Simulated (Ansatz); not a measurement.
# Li: what symmetry allows forces and stress to be

```
Li
1.0
     2.99767    0.00000    0.00000
    -1.49883    2.59439    0.05388
     0.00000    0.10186    4.94133
Li
2
Direct
  0.34323 0.68645 0.23339
  0.65677 0.31355 0.76661
```

Method: Ansatz, DFT PBE, scalar-relativistic, plane waves, PAW.

Plane waves to 420 eV, a k mesh through Γ of 14×14×8 on the computed 2-atom cell and Gaussian smearing (0.10 eV); no spin polarisation.

This distorted cell has space group C2/m, with 4 operations.

Without a calculation: in which directions can each atom feel a force?

A force must be left unchanged by every operation that keeps its atom in place, so it lies in the space that those operations leave fixed. Atoms that the group maps onto each other feel forces of one size.
| atom | site symmetry | operations at the site | equivalent to atom | allowed force (Cartesian) |
| --- | --- | --- | --- | --- |
| Li1 | m | 2 | 1 | in the plane normal to (1.00, 0.00, 0.00) |
| Li2 | m | 2 | 1 | in the plane normal to (1.00, 0.00, 0.00) |

That leaves 2 independent force components of 6. A relaxation in this cell that keeps the symmetry moves the atoms in these directions alone.

And the stress tensor?

It must be invariant under the point group, which leaves 4 independent components: xz, xy vanish.

Do the computed values obey this?

Yes. Forces (eV/Å):
```
Li1  0.000 -0.037  0.243
Li2  0.000  0.037 -0.243
```

Stress (GPa, compression positive, xx yy zz yz xz xy): 0.72 1.16 0.90 -0.26 0.00 0.00. The program imposes the same operations on density, forces and stress, so this confirms the analysis and is no independent test of the calculation.

This form isn't the element's structure at ambient conditions.